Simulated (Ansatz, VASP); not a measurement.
## GaN in VASP and in Ansatz

File INCAR:

```
SYSTEM = GaN
  PREC = Accurate
  ENCUT = 600
  EDIFF = 1E-6
  ISMEAR = 0
  SIGMA = 0.1
  LREAL = .FALSE.
  LASPH = .TRUE.
  NELM = 100
  ALGO = Normal
  ISIF = 3
  LWAVE = .FALSE.
  LCHARG = .FALSE.
  GGA = PE
  IBRION = 2
  NSW = 90
  EDIFFG = -0.04
```

The input KPOINTS:

```
regular mesh
0
G
  6 6 4
  0 0 0
```

POSCAR

```
GaN
1.0
    3.3654121600      0.0000000000      0.0000000000
   -1.6827060800      2.9145324300      0.0000000000
    0.0000000000      0.0000000000      4.8154844600
Ga N
2 2
Direct
    0.3333333300      0.6666666700      0.7125336400
    0.6666666700      0.3333333300      0.2874663600
    0.3333333300      0.6666666700      0.1415886000
    0.6666666700      0.3333333300      0.8584114000
```

Input for Ansatz:

```yaml
crystal:
  lattice:
    - [3.36541216, 0.0, 0.0]
    - [-1.68270608, 2.91453243, 0.0]
    - [0.0, 0.0, 4.81548446]
  atoms:
    - { symbol: Ga, position: [0.33333333, 0.66666667, 0.71253364] }
    - { symbol: Ga, position: [0.66666667, 0.33333333, 0.28746636] }
    - { symbol: "N", position: [0.33333333, 0.66666667, 0.1415886] }
    - { symbol: "N", position: [0.66666667, 0.33333333, 0.8584114] }
basis:
  ecutwfc: 420
kpoints:
  mp_grid: { grid: [6, 6, 4] }
hamiltonian:
  xc: pbe
scf:
  occupations: { method: gaussian, width: 0.1 }
  lower_state_search: "off"
output:
  forces: true
  stress: true
  eigenvalues: true
relax:
  adjacent_minimum: "off"
  f_tol: 0.04
  max_steps: 70
  cell: { stress_tol: 0.4 }
```

Alike in both runs: task relaxation of cell and atoms; functional PBE; k mesh 6 × 6 × 4; occupations gaussian, width 0.1 eV; no spin polarisation.

```csv
,VASP,Ansatz
version,VASP 6.6.1,Ansatz 0.2.0
potentials or method,"VASP PAW PBE potentials, release 64 (Ga_d, N)","scalar-relativistic, plane waves, PAW"
plane-wave cutoff (eV),600,420
valence electrons in the cell,36,36
```

|  | VASP | Ansatz | Ansatz less VASP |
| --- | --- | --- | --- |
| gap on the k mesh at the Fermi level, each at its own relaxed structure (eV) | 1.15 | 1.16 | +0.014 |
| relaxed volume (Å³/atom) | 11.70 | 11.65 | -0.056 |
| relaxed cell length with the largest relative difference (Å) | 4.892 | 4.856 | -0.0354 |
| energy change over the relaxation (meV/atom) | -854 | -854 | 0.0 |

PBE gaps usually lie below the measured ones, often by a third to a half.
